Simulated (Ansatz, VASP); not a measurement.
**KI in two plane-wave programs**

Aim: how closely do two programs agree when they are given the same cell, functional and k mesh? The cell is taken from a series of VASP runs on this material, whose earlier steps may have relaxed, scaled or displaced it; both programs get it as it stands.

Method: plane waves, with VASP 6.6.1 beside it; band structure at HSE06 and band structure at r2SCAN-EpsX with an exact-exchange share of 0.338, in Ansatz 0.2.0.

### Step 1. Starting point

It takes space group Fm-3m (No. 225, cubic). Conventional cell: a = 7.049 Å, b = 7.049 Å, c = 7.049 Å, α = 90.00°, β = 90.00°, γ = 90.00°. Nearest to I lie 6 K at 3.52 Å. Nearest to K lie 6 I at 3.52 Å. Farther neighbours and most contacts between anions are not listed.

### Step 2. Ansatz: band structure, HSE06

Ansatz runs on its default PAW (the set named soft_2) files.

Levels along a path test the potential and the projectors away from the mesh points.

input.yaml reads:

```yaml
crystal:
  lattice:
    - [0.0, 3.52455, 3.52455]
    - [3.52455, 0.0, 3.52455]
    - [3.52455, 3.52455, 0.0]
  atoms:
    - { symbol: I, position: [0.5, 0.5, 0.5] }
    - { symbol: K, position: [0.0, 0.0, 0.0] }
hamiltonian:
  xc: { exchange: pbe, correlation: pbe, exx: { coeff: 0.25, omega: 0.2 } }
  pseudopotentials: { kind: paw }
kpoints:
  mp_grid: { grid: [4, 4, 4] }
  band_path:
    path:
      - [0.0, 0.0, 0.0]
      - [0.5, 0.0, 0.5]
      - [0.5, 0.22222, 0.72222]
      - [0.40278, 0.34722, 0.75]
      - [0.125, 0.125, 0.25]
      - [0.27778, 0.27778, 0.27778]
      - [0.55556, 0.38889, 0.55556]
      - [0.58333, 0.25, 0.66667]
      - [0.5, 0.30556, 0.69444]
      - [0.48611, 0.48611, 0.52778]
      - [0.625, 0.25, 0.625]
      - [0.5, 0.0, 0.5]
    npoints: 1
scf:
  occupations: { method: gaussian, width: 0.03 }
  n_extra_bands: 7
output:
  forces: true
  stress: true
  eigenvalues: true
```

Run with:

```sh
$ ansatz run input.yaml --threads 4 --pin off --max-ram 9216MiB --backend cpu --events-out ev --progress --plain --runs-dir out
```

Numbers of over 12 decimals in the logs are rounded to 6 here.

The program printed:

```text
Warning: output.stress: scf.convergence.dr2_threshold = 1e-7 eV (the SCF's general default) is looser than the 2e-10 eV advised for a printed stress (1e-10 eV for each atom of the cell: 2). What an SCF threshold leaves in a stress goes as its square root, and in the free energy as the threshold itself, and one threshold admits the most on a small cell: [figures from the program's tests cut] Set scf.convergence.dr2_threshold to 2e-10 eV or tighter. The threshold is an SCF's pass mark: one that does not reach it within its budget of iterations ends unconverged, or closes short of it on a stop that the run arms, and scf.convergence.dr2_threshold's page says what that costs each kind of run
Warning: output.stress: scf.exx.energy_threshold = 1e-6 eV is looser than the 2e-8 eV advised for a stress under a hybrid functional (1e-8 eV for each atom of the cell: 2). Every SCF of the exchange loop can meet its threshold on dr2 while the loop round them stops early: no threshold on dr2 bounds what that leaves in the stress. Set scf.exx.energy_threshold to 2e-8 eV or tighter. The threshold is the loop's pass mark: a loop that does not reach it within its budget of cycles ends unconverged, and scf.exx.energy_threshold's page has the law
scf.n_extra_bands = 7 over 13 filled bands (N_el = 26.0): the run solves 20 bands
Engine: ansatz 0.2.0, aarch64-unknown-linux-gnu
Pseudopotentials: kind: paw
Pseudopotential: I, paw, valence charge 17, recommended cutoff 420 eV (normal), I.paw.azcp
Pseudopotential: K, paw, valence charge 9, recommended cutoff 420 eV (normal), K.paw.azcp
Functional definition: unnamed
  parameter a_1 = 0.25
  parameter omega_1 = 0.2/angstrom
  exchange = pbe_x + (-a_1)*pbe_x_sr(omega_1) + a_1*exact_x_sr(omega_1)
  correlation = pbe_c
Crystal: 2 atoms, lattice volume = 87.567 Å³
Basis set: ecut = 420 eV, 1687 PW (Γ), exchange–correlation on 72×72×72 points (8 copies of the dense FFT grid, shifted against one another)
Bands: 20, of which v1, the nominal top of the filled ones, is band 13 counted from 1 (12 counted from 0)
Symmetry: 48 space group operations
Space group: Fm-3m (ITA 225), of the structure as read, at distance tolerance 4.4e-5 Å
k-points: 8 of 64
Non-local potential: I, projectors of the file, l = 0: 2, l = 1: 2, l = 2: 2, l = 3: 2
Non-local potential: K, projectors of the file, l = 0: 3, l = 1: 2, l = 2: 2
PAW form: soft (Blöchl's): semilocal exchange-correlation on the pseudo side does not see the compensation charge
PAW frozen core: I, regenerated for the run's functional, and the local potential with it (the file was generated under x = pbe(κ = 0.804, μ = 0.219515), c = pbe(β = 0.066725))
PAW frozen core: K, regenerated for the run's functional, and the local potential with it (the file was generated under x = pbe(κ = 0.804, μ = 0.219515), c = pbe(β = 0.066725))
PAW one-centre angular grid: I, 590 points (default); XC on 96 Gauss nodes
PAW one-centre angular grid: K, 110 points (default); XC on 64 Gauss nodes
Initial density: superposition of atomic densities (neutral atoms: chi_scale 0, normalization atom), corrected by the library's trained network
Initial wavefunctions: pseudopotential atomic-orbital guess
Functional: x = pbe(κ = 0.804, μ = 0.219515), c = pbe(β = 0.066725), warm-up for x = pbe(κ = 0.804, μ = 0.219515) + 0.25 (exact − pbe) at short range (hse, ω = 0.2 Å⁻¹), c = pbe(β = 0.066725)
SCF iter   1: F=—  HF=-9053.686395 eV  |F-HF|=—  |Δ(HF+E_count)|=         —  Δρ=3.99e-4  dr2=1.54e-4  ethr=1.77e-3  ⟨swp⟩=2.5  Hψ=1206  notcnv=0
preconditioner: auto → none  [insulator: Δε(μ)=3.976 eV  Ē_g=14.683 eV  σ=0.030 eV  W_gap=1.00  n_scr=14 (ndim 8)  ℏωp=14.8 eV  f_vac=0.135  D(μ)=0.00/eV (n_scr^D=0)]
iter 2 solved again at ethr=1.72e-8 eV; its pass at ethr=5.92e-7 eV (dr2=4.48e-6 eV) is discarded
SCF iter   2: F=-9053.686448 eV  HF=-9053.686422 eV  |F-HF|=2.65e-5  |Δ(HF+E_count)|=   2.66e-5  Δρ=9.09e-5  dr2=4.51e-6  ethr=1.72e-8  ⟨swp⟩=2.9  Hψ=732  notcnv=0  defer=1
SCF 1 stopped early in 2 iterations: F = -9053.686448 eV  dr2 = 4.51e-6
  greatest PAW one-centre occupation: 0.999 electrons in one spin orbital (limit 2), on the I atom at site 0 (counted from 0), in its partial waves of l = 2
Initial density: handed on by an earlier stage of this run
Initial wavefunctions: those handed on with the density
Functional: x = pbe(κ = 0.804, μ = 0.219515) + 0.25 (exact − pbe) at short range (hse, ω = 0.2 Å⁻¹), c = pbe(β = 0.066725)
Exchange kernel: α = 0.2500, screened, ω = 0.2000 Å⁻¹, Wigner–Seitz truncation, v(0) = 1126.1750 eV·Å³, q-mesh 4×4×4, nearest image of the exchange supercell L = 19.94 Å, pair-density grid 18×18×18, without the augmentation charges, whose exchange is taken in its separable form by FFT convolution over the k-point mesh (sized by the pseudopotential files, 30×30×30 at the most), smooth part of the exact exchange by density-matrix convolution
Frozen-core exchange: fock
SCF iter   1: F=—  HF=-9059.428147 eV  |F-HF|=—  |Δ(HF+E_count)|=         —  Δρ=1.59e-3  dr2=2.36e-3  ethr=1.73e-7  ⟨swp⟩=10.6  Hψ=915  notcnv=0
preconditioner: auto → none  [insulator: Δε(μ)=4.992 eV  Ē_g=16.505 eV  σ=0.030 eV  W_gap=1.00  n_scr=14 (ndim 8)  ℏωp=14.8 eV  f_vac=0.135  D(μ)=0.00/eV (n_scr^D=0)]
SCF iter   2: F=—  HF=-9059.427706 eV  |F-HF|=—  |Δ(HF+E_count)|=   4.42e-4  Δρ=7.23e-4  dr2=4.64e-4  ethr=1.73e-7  ⟨swp⟩=4.2  Hψ=438  notcnv=0
SCF iter   3: F=—  HF=-9059.429762 eV  |F-HF|=—  |Δ(HF+E_count)|=   2.06e-3  Δρ=2.78e-4  dr2=6.64e-5  ethr=1.73e-7  ⟨swp⟩=4.4  Hψ=492  notcnv=0
SCF iter   4: F=—  HF=-9059.429766 eV  |F-HF|=—  |Δ(HF+E_count)|=   4.29e-6  Δρ=7.44e-5  dr2=4.17e-6  ethr=1.73e-7  ⟨swp⟩=3.0  Hψ=298  notcnv=0
SCF iter   5: F=-9059.429787 eV  HF=-9059.429787 eV  |F-HF|=1.94e-7  |Δ(HF+E_count)|=   2.10e-5  Δρ=2.44e-5  dr2=2.93e-7  ethr=9.60e-9  ⟨swp⟩=4.4  Hψ=447  notcnv=0
SCF 2 stopped early in 5 iterations: F = -9059.429787 eV  dr2 = 2.93e-7
hybrid outer 1: dexx = +2.210e-3 eV, tail = 6.32e-6 eV
Exchange kernel: α = 0.2500, screened, ω = 0.2000 Å⁻¹, Wigner–Seitz truncation, v(0) = 1126.1750 eV·Å³, q-mesh 4×4×4, nearest image of the exchange supercell L = 19.94 Å, pair-density grid 18×18×18, without the augmentation charges, whose exchange is taken in its separable form by FFT convolution over the k-point mesh (sized by the pseudopotential files, 30×30×30 at the most), smooth part of the exact exchange by density-matrix convolution
Frozen-core exchange: fock
SCF iter   1: F=—  HF=-9059.429788 eV  |F-HF|=—  |Δ(HF+E_count)|=         —  Δρ=2.76e-5  dr2=4.21e-7  ethr=1.22e-7  ⟨swp⟩=6.1  Hψ=470  notcnv=0
preconditioner: auto → none  [insulator: Δε(μ)=5.005 eV  Ē_g=16.510 eV  σ=0.030 eV  W_gap=1.00  n_scr=14 (ndim 8)  ℏωp=14.8 eV  f_vac=0.146  D(μ)=0.00/eV (n_scr^D=0)]
SCF iter   2: F=—  HF=-9059.429788 eV  |F-HF|=—  |Δ(HF+E_count)|=   1.44e-7  Δρ=1.05e-5  dr2=3.10e-8  ethr=1.50e-9  ⟨swp⟩=3.1  Hψ=311  notcnv=0
SCF iter   3: F=-9059.429788 eV  HF=-9059.429788 eV  |F-HF|=6.22e-10  |Δ(HF+E_count)|=   9.76e-9  Δρ=1.25e-6  dr2=4.10e-9  ethr=1.05e-10  ⟨swp⟩=3.1  Hψ=328  notcnv=0
SCF 3 converged in 3 iterations: F = -9059.429788 eV  dr2 = 4.10e-9
  Residual-converged pass: ⟨swp⟩=2.9  Hψ=324  notcnv=0  max |occ|·‖R‖ = 2.4e-6 eV (tolerance 2.4e-6 eV)  dr2=4.14e-9  dr2_onsite=1.88e-10  max |Δocc| = 0.0e0
hybrid outer 2: dexx = +7.357e-8 eV, tail = 1.20e-8 eV, Δε = 2.50e-3 eV (about 1.29e-4 eV left of the loop's levels)
NSCF: frozen V_eff on 12 k-points
hybrid SCF converged: 2 outer / 8 inner (+2 warm-up), last move |dexx| = 7.36e-8 eV, tail = 1.20e-8 eV
Stability not checked: this state was not tested for a lower state beside it, because the functional holds exact exchange (a hybrid, or Hartree-Fock), whose exchange loop this test does not read (fock_operator; see scf.lower_state_search)
Free energy (F): -9059.429788 eV
Frozen-core exchange: fock
Harris-Foulkes:  -9059.429788 eV  (|F-HF|=6.22e-10)
Internal energy: -9059.429788 eV  (E = F + TS)
E sigma→0 (E₀):  -9059.429788 eV
Fermi energy:    4.095555 eV
--- Per-component energies (eV) ---
  E_band       = -574.251295
  E_kinetic    = 443.115739
  E_local      = -2821.530683  (includes V_loc(G=0)·N_el)
  E_nonlocal   = -77.756856
  E_hartree    = 1338.646358
  E_xc         = -211.209534
  E_vxc        = -233.850236  (∫ρ·V_xc dr)
  E_exx        = -74.736413  (= α·E_x^exact, valence–valence)
  E_paw        = -5582.200477  (= ΣΔE_a)
  E_vpaw       = -412.050146  (= ΣTr[D̂ρ^β])
  E_aug_tail   = -0.000014  (compensation charges beyond the density's cutoff)
  E_ewald      = -2073.259316
  E_core_change = -0.498591  (= ΣΔE_core)
  E_smearing   = -0.000000  (= −TS)
  E_closure    = -0.000000  (closes the sum)
  Σ components = -9059.429788   (vs F -9059.429788, Δ=0.00e0)
--- Forces (eV/Å), atoms counted from 1 ---
  atom   1  I      0.00000000    -0.00000000    -0.00000000
  atom   2  K     -0.00000000     0.00000000     0.00000000
  max |Σ_I F_I| component: 1.61e-29 eV/Å
--- Stress (GPa, compression-positive) ---
        0.494779       0.000000       0.000000
       -0.000000       0.494779      -0.000000
        0.000000       0.000000       0.494779
  P = ⅓ Tr σ = 0.4948 GPa (4.948 kbar)
--- Band table (eV; the first three rows and the last of 8) ---
  k-point 0: bands = [... 9 lower, -9.7988, 1.5934, 1.5934, 1.5934, 6.5975, 9.2559, 9.2559, 9.2559, ... 3 higher]
  k-point 1: bands = [... 9 lower, -9.6287, 0.7950, 1.4073, 1.4073, 7.7035, 9.2917, 9.9027, 9.9027, ... 3 higher]
  k-point 2: bands = [... 9 lower, -9.4686, 0.1802, 1.2365, 1.2365, 8.1168, 10.5464, 10.8839, 10.8839, ... 3 higher]
  k-point 7: bands = [... 9 lower, -9.5574, 0.8067, 0.8067, 0.9549, 9.1557, 9.1557, 9.3952, 11.1019, ... 3 higher]
```

Elapsed: 24 s, on 4 threads of Arm Neoverse V2, shared host; peak memory 0.96 GiB; 86 s of CPU time.

### Step 3. VASP: band structure, HSE06

The same cell, functional, mesh and smearing now go to VASP, with its own data sets and cutoff.

Lines of VASP's logs that name or quote its potential files are left out, and so is its time.

The run reads the wave functions of an earlier VASP run, which isn't shown here.

INCAR reads:

```
SYSTEM = KI
PREC = Accurate
ENCUT = 350
EDIFF = 1E-06
NELM = 100
ISMEAR = 0
SIGMA = 0.03
LREAL = .FALSE.
ALGO = Normal
LHFCALC = .TRUE.
AEXX = 0.25
GGA = PE
HFSCREEN = 0.2
LASPH = .TRUE.
NBANDS = 14
PRECFOCK = Fast
LORBIT = 11
LWAVE = .FALSE.
LCHARG = .FALSE.
KPAR = 4
```

POSCAR reads:

```
KI
1.0
    0.0000000000      3.5245500000      3.5245500000
    3.5245500000      0.0000000000      3.5245500000
    3.5245500000      3.5245500000      0.0000000000
I K
1 1
Direct
    0.5000000000      0.5000000000      0.5000000000
    0.0000000000      0.0000000000      0.0000000000
```

KPOINTS reads:

```
Automatic mesh
0
Gamma
4 4 4
0 0 0
```

KPOINTS_OPT reads:

```
Line mode
10
Line-mode
Reciprocal
  0.00000000   0.00000000   0.00000000 GAMMA
  0.50000000   0.00000000   0.50000000 X

  0.50000000   0.00000000   0.50000000 X
  0.50000000   0.25000000   0.75000000 W

  0.50000000   0.25000000   0.75000000 W
  0.37500000   0.37500000   0.75000000 K

  0.37500000   0.37500000   0.75000000 K
  0.00000000   0.00000000   0.00000000 GAMMA

  0.00000000   0.00000000   0.00000000 GAMMA
  0.50000000   0.50000000   0.50000000 L

  0.50000000   0.50000000   0.50000000 L
  0.62500000   0.25000000   0.62500000 U

  0.62500000   0.25000000   0.62500000 U
  0.50000000   0.25000000   0.75000000 W

  0.50000000   0.25000000   0.75000000 W
  0.50000000   0.50000000   0.50000000 L

  0.50000000   0.50000000   0.50000000 L
  0.37500000   0.37500000   0.75000000 K

  0.62500000   0.25000000   0.62500000 U
  0.50000000   0.00000000   0.50000000 X
```

PAW data sets: I and K_sv (PBE family, release 64).

Run with:

```sh
$ mpirun -np 4 vasp_std
```

The program printed:

```text
[banner, memory and clock lines left out]
running    4 mpi-ranks, on    1 nodes
 distrk:  each k-point on    1 cores,    4 groups
 distr:  one band on    1 cores,    1 groups

 POSCAR found type information on POSCAR I K
 POSCAR found :  2 types and       2 ions
 LDA part: xc-table for (Slater+PW92), standard interpolation
 found WAVECAR, reading the header
 POSCAR, INCAR and KPOINTS ok, starting setup
 FFT: planning ... GRIDC
 FFT: planning ... GRID_SOFT
 FFT: planning ... GRID
 reading WAVECAR
 the WAVECAR file was read successfully
 initial charge from wavefunction
 entering main loop
       N       E                     dE             d eps       ncg     rms          rms(c)
DAV:   1    -0.640678699910E+01   -0.64068E+01   -0.83199E-01   236   0.778E+00    0.454E+00
DAV:   2    -0.641516056668E+01   -0.83736E-02   -0.23776E-02   274   0.105E+00    0.311E+00
DAV:   3    -0.641363654086E+01    0.15240E-02   -0.19419E-03   324   0.255E-01    0.186E+00
DAV:   4    -0.641313032232E+01    0.50622E-03   -0.42777E-04   280   0.136E-01    0.112E+00
DAV:   5    -0.641300751000E+01    0.12281E-03   -0.14594E-04   276   0.745E-02    0.667E-01
DAV:   6    -0.641298260865E+01    0.24901E-04   -0.41644E-05   294   0.396E-02    0.393E-01
DAV:   7    -0.641298193704E+01    0.67161E-06   -0.12484E-05   270   0.230E-02    0.230E-01
DAV:   8    -0.641298522054E+01   -0.32835E-05   -0.52179E-06   254   0.150E-02    0.134E-01
DAV:   9    -0.641298810980E+01   -0.28893E-05   -0.23539E-06   248   0.996E-03    0.768E-02
DAV:  10    -0.641298996952E+01   -0.18597E-05   -0.10114E-06   184   0.682E-03    0.445E-02
DAV:  11    -0.641299110307E+01   -0.11335E-05   -0.65929E-07   178   0.569E-03    0.253E-02
DAV:  12    -0.641299172918E+01   -0.62611E-06   -0.26698E-07   166   0.377E-03
   1 F= -.64129917E+01 E0= -.64129917E+01  d E =-.165639E-12
 Start KPOINTS_OPT (optional k-point list driver)
k-point batch [1-8\100]
       N       E                     dE             ncg
DAV:   1    -0.734333359749E+03   -0.22398E+04      224
DAV:   2    -0.140215470749E+04   -0.66782E+03      274
DAV:   3    -0.145206603590E+04   -0.49911E+02      296
DAV:   4    -0.145418500282E+04   -0.21190E+01      340
DAV:   5    -0.145422676992E+04   -0.41767E-01      300
DAV:   6    -0.145422774712E+04   -0.97720E-03      342
DAV:   7    -0.145422777033E+04   -0.23213E-04      264
DAV:   8    -0.145422777063E+04   -0.29984E-06      216
[...]
k-point batch [97-100\100]
       N       E                     dE             ncg
DAV:   1     0.119765500198E+04   -0.18163E+04      112
DAV:   2     0.878969499123E+03   -0.31869E+03      142
DAV:   3     0.854708577063E+03   -0.24261E+02      154
DAV:   4     0.853586017908E+03   -0.11226E+01      186
DAV:   5     0.853564804124E+03   -0.21214E-01      160
DAV:   6     0.853564352461E+03   -0.45166E-03      180
DAV:   7     0.853564343911E+03   -0.85501E-05      136
DAV:   8     0.853564343851E+03   -0.60098E-07      104
```

From OUTCAR (step 3):

```text
ion  position               nearest neighbor table
   1  0.500  0.500  0.500-   2 3.52   2 3.52   2 3.52   2 3.52   2 3.52   2 3.52
   2  0.000  0.000  0.000-   1 3.52   1 3.52   1 3.52   1 3.52   1 3.52   1 3.52

  LATTYP: Found a face centered cubic cell.
 ALAT       =     7.0491000000

 Subroutine GETGRP returns: Found 48 space group operations
 (whereof 48 operations were pure point group operations)

The static configuration has the point symmetry O_h .

 Found      8 irreducible k-points:

   k-points           NKPTS =      8   k-points in BZ     NKDIM =     64   number of bands    NBANDS=     14

   dimension x,y,z NGX =    30 NGY =   30 NGZ =   30
   dimension x,y,z NGXF=    60 NGYF=   60 NGZF=   60

   ENCUT  =  350.0 eV  25.72 Ry    5.07 a.u.   7.60  7.60  7.60*2*pi/ulx,y,z

   NELECT =      16.0000    total number of electrons

 k-points in reciprocal lattice and weights: Automatic mesh
   0.00000000  0.00000000  0.00000000       0.016
   0.25000000  0.00000000  0.00000000       0.125
   0.50000000  0.00000000  0.00000000       0.062
   0.25000000  0.25000000  0.00000000       0.094
   0.50000000  0.25000000  0.00000000       0.375
  -0.25000000  0.25000000  0.00000000       0.188
   0.50000000  0.50000000  0.00000000       0.047
  -0.25000000  0.50000000  0.25000000       0.094

  exchange ACFDT corr.  =         0.00000000  see jH, gK, PRB 81, 115126

 average (electrostatic) potential at core
       1 -90.4904       2 -31.3859

 E-fermi :  -0.9784

 k-point     1 :       0.0000    0.0000    0.0000
  band No.  band energies     occupation
    ...
      4     -14.0718      2.00000
      5     -12.5271      2.00000
      6      -1.1201      2.00000
      7      -1.1201      2.00000
      8      -1.1201      2.00000
      9       3.8729      0.00000
     10       6.5449      0.00000
     11       6.5449      0.00000
     12       6.5449      0.00000
     13       7.3862      0.00000
    ...

 k-point     2 :       0.2500    0.0000    0.0000
  band No.  band energies     occupation
    ...
      4     -14.0724      2.00000
      5     -12.3591      2.00000
      6      -1.9173      2.00000
      7      -1.3050      2.00000
      8      -1.3050      2.00000
      9       4.9829      0.00000
     10       6.5825      0.00000
     11       7.1897      0.00000
     12       7.1897      0.00000
     13       8.1082      0.00000
    ...

 k-point     3 :       0.5000    0.0000    0.0000
  band No.  band energies     occupation
    ...
      4     -14.0730      2.00000
      5     -12.2007      2.00000
      6      -2.5307      2.00000
      7      -1.4747      2.00000
      8      -1.4747      2.00000
      9       5.4016      0.00000
     10       7.8425      0.00000
     11       8.1607      0.00000
     12       8.1607      0.00000
     13       9.0489      0.00000
    ...

  energy-cutoff  :      350.00
  volume of cell :       87.57
      direct lattice vectors                 reciprocal lattice vectors
     0.000000000  3.524550000  3.524550000    -0.141862082  0.141862082  0.141862082
     3.524550000  0.000000000  3.524550000     0.141862082 -0.141862082  0.141862082
     3.524550000  3.524550000  0.000000000     0.141862082  0.141862082 -0.141862082

 POSITION                                       TOTAL-FORCE (eV/Angst)
 -----------------------------------------------------------------------------------
      3.52455      3.52455      3.52455         0.000000     -0.000000      0.000000
      0.00000      0.00000      0.00000        -0.000000      0.000000     -0.000000
 -----------------------------------------------------------------------------------
    total drift:                               -0.000000     -0.000000     -0.000000

  FREE ENERGIE OF THE ION-ELECTRON SYSTEM (eV)
  ---------------------------------------------------
  free  energy   TOTEN  =        -6.4129917292 eV

  energy  without entropy=       -6.4129917292  energy(sigma->0) =       -6.41299173

 total charge
# of ion       s       p       d       tot
------------------------------------------
    1        1.491   2.942   0.001   4.434
    2        1.958   5.619   0.019   7.596
--------------------------------------------------
tot          3.449   8.561   0.019  12.029

[... 3 further parts left out ...]
```

[end of part 1 of 2]

[Lines on the potential files, build, host, timing and source positions are cut from VASP's logs without a mark.]

[Logs are printed without paths, hosts, clocks, repeated set-up lines and the standing remarks that a program may print on its own settings, such as how far it seeks lower states.]

[Hosts, paths, dates, database ids (printed as entryN), source tags and the programs' standing remarks are cut or masked in the printed files.]
